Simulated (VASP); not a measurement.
# VASP 6.6.1 run: HgTe

INCAR

```
SIGMA = 0.02
LREAL = .FALSE.
ISIF = 2
LASPH = .TRUE.
LWAVE = .FALSE.
GGA = PE
ENCUT = 520
LCHARG = .FALSE.
NSW = 0
NELM = 120
ISMEAR = -1
NBANDS = 16
EDIFF = 1E-7
PREC = Accurate
IBRION = -1
```

KPOINTS

```
KPOINTS created by Atomic Simulation Environment
0
Gamma
9 9 9
0 0 0
```

POSCAR

```
Hg Te
 1.0000000000000000
     0.0000000000000000    3.1904831496999999    3.1904831496999999
     3.1904831496999999    0.0000000000000000    3.1904831496999999
     3.1904831496999999    3.1904831496999999    0.0000000000000000
 Hg  Te
   1   1
Cartesian
  0.0000000000000000  0.0000000000000000  0.0000000000000000
  1.5952415748500004  1.5952415748500004  1.5952415748500004
```

The recommended PBE PAW datasets give the neutral cell 18 valence electrons.

Command

```
mpirun -np 1 vasp_std
```

**Question.** Predict the outcome of this run.

**Answer.** It converged. Results: gap between bands v and c on the k mesh 0.00 eV; least direct gap on the k mesh 0.00 eV; pressure 6.0 GPa. Band v is the last that the valence electrons fill when counted band by band, and c is the next.

OSZICAR

```
N       E                     dE             d eps       ncg     rms          rms(c)
DAV:   1     0.103922461013E+03    0.10392E+03   -0.80708E+03  1128   0.975E+02
DAV:   2    -0.151786645124E+00   -0.10407E+03   -0.97314E+02  1272   0.228E+02
DAV:   3    -0.369381834634E+01   -0.35420E+01   -0.35335E+01  1376   0.434E+01
DAV:   4    -0.372592832276E+01   -0.32110E-01   -0.32108E-01  1640   0.377E+00
DAV:   5    -0.372603334643E+01   -0.10502E-03   -0.10502E-03  1472   0.182E-01    0.838E+00
DAV:   6    -0.351648300491E+01    0.20955E+00   -0.40640E-01  1328   0.884E+00    0.653E+00
DAV:   7    -0.350781800847E+01    0.86650E-02   -0.10687E-01  1296   0.228E+00    0.226E+00
DAV:   8    -0.350684193159E+01    0.97608E-03   -0.12201E-02  1312   0.129E+00    0.584E-01
DAV:   9    -0.350685324400E+01   -0.11312E-04   -0.74856E-04  1360   0.319E-01    0.147E-01
DAV:  10    -0.350688234536E+01   -0.29101E-04   -0.87358E-05  1416   0.819E-02    0.511E-02
DAV:  11    -0.350689803425E+01   -0.15689E-04   -0.40357E-05  1344   0.520E-02    0.471E-02
DAV:  12    -0.350689557355E+01    0.24607E-05   -0.49863E-06  1288   0.225E-02    0.221E-02
DAV:  13    -0.350689527110E+01    0.30245E-06   -0.93809E-07  1320   0.506E-03    0.579E-03
DAV:  14    -0.350689517701E+01    0.94090E-07   -0.33311E-07  1304   0.581E-03
   1 F= -.35068952E+01 E0= -.35068419E+01  d E =-.106556E-03
```

Standard output (part)

```
POSCAR found type information on POSCAR HgTe
 POSCAR found :  2 types and       2 ions
 LDA part: xc-table for (Slater+PW92), standard interpolation
 POSCAR, INCAR and KPOINTS ok, starting setup
 WAVECAR not read
 entering main loop
```

For comparison, a separate PBE run of the intended cell, on usual settings and not on those above, gives a gap of 0.00 eV on its mesh and a pressure of 6.0 GPa.
